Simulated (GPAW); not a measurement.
The system is Bi.

```
Bi
1.0
     2.26750    1.30914    3.93800
    -2.26750    1.30914    3.93800
     0.00000   -2.61828    3.93800
Bi
2
Direct
  0.76600 0.76600 0.76600
  0.23400 0.23400 0.23400
```

Base run:

* Program: GPAW 26.7.0
* Functional: r2SCAN
* Potentials or basis: GPAW PAW data sets (gpaw-data 1.2.1)
* Cutoff: 450 eV
* Basis: pw
* k mesh: 6 × 6 × 6
* Occupations: fermi-dirac, width 0.05 eV
* Spin: no spin polarisation

Its results: band gap on the k mesh none (metal or under the smearing width); pressure 0.8 GPa; largest force 0.046 eV/Å.

Task: The run is repeated on the same cell with these changes: functional from r2SCAN to LDA; potentials or basis from GPAW PAW data sets (gpaw-data 1.2.1) to the program's PAW data sets (release 1.2.1) made for this functional; cutoff from 450 eV to 500 eV. What comes out?

Result: Band gap on the k mesh none (metal or under the smearing width); pressure -1.7 GPa; largest force 0.047 eV/Å.

Caveats: the cutoff is short for stress and forces, so pressures can be off by a GPa or more; spin-orbit coupling is left out, which moves the levels of the heavy elements; the PAW data sets were made with another functional, which shifts forces and pressure a little (some runs).
